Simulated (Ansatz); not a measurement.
CuAu:

```
Au Cu
1.0
     2.81075    0.00000    0.00000
     0.00000    2.81075    0.00000
     0.00000    0.00000    3.68500
Au Cu
1 1
Direct
  0.00000 0.00000 0.00000
  0.50000 0.50000 0.50000
```

Base run:

```yaml
Program: Ansatz 0.2.0
Functional: PBEsol
Potentials_or_basis: Ansatz PAW
Cutoff: "420 eV (not typed: the program's choice for these potentials)"
k_mesh: 9 × 9 × 7
Occupations: fermi-dirac, width 0.05 eV
Spin: spin-orbit coupling, no magnetisation
```

Its results: band gap on the k mesh none (metal or under the smearing width); pressure -4.9 GPa.

Task: The run is repeated on the same cell with these changes: spin from spin-orbit coupling, no magnetisation to no spin polarisation; potential files from those of the base run to others of the same set. What comes out?

Result: Band gap on the k mesh none (metal or under the smearing width); pressure -4.0 GPa.

Caveats: the PAW data sets come from PBE, with cores solved anew for the run's functional, which leaves a small shift of forces and pressure; spin-orbit coupling is left out, which moves the levels of the heavy elements (some runs).
